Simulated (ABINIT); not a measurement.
The system is PbSe (Clausthalite).

```
Pb Se
1.0
     0.00000    3.06065    3.06065
     3.06065    0.00000    3.06065
     3.06065    3.06065    0.00000
Pb Se
1 1
Direct
  0.00000 0.00000 0.00000
  0.50000 0.50000 0.50000
```

Base run:

| Item | Value |
| --- | --- |
| Program | ABINIT 10.8.3 (patched build) |
| Functional | LDA |
| Potentials or basis | PseudoDojo NC SR LDA v0.4 stringent |
| Cutoff | 1306 eV |
| k mesh | 6 × 6 × 6 |
| Occupations | fermi-dirac, width 0.05 eV |
| Spin | no spin polarisation |

Its results: band gap on the k mesh 0.19 eV, direct; pressure -3.2 GPa.

The run is repeated on the same cell with these changes: potentials or basis from PseudoDojo NC SR LDA v0.4 stringent to PseudoDojo NC SR LDA v0.4.1 standard; cutoff from 1306 eV to 1061 eV; valence electrons from 46 to 30. What comes out?

Band gap on the k mesh 0.19 eV, direct; pressure -2.5 GPa.

Caveats: spin-orbit coupling is left out, which as a rule narrows the gap of such compounds by several tenths of an eV.

A k mesh can miss the band edges.
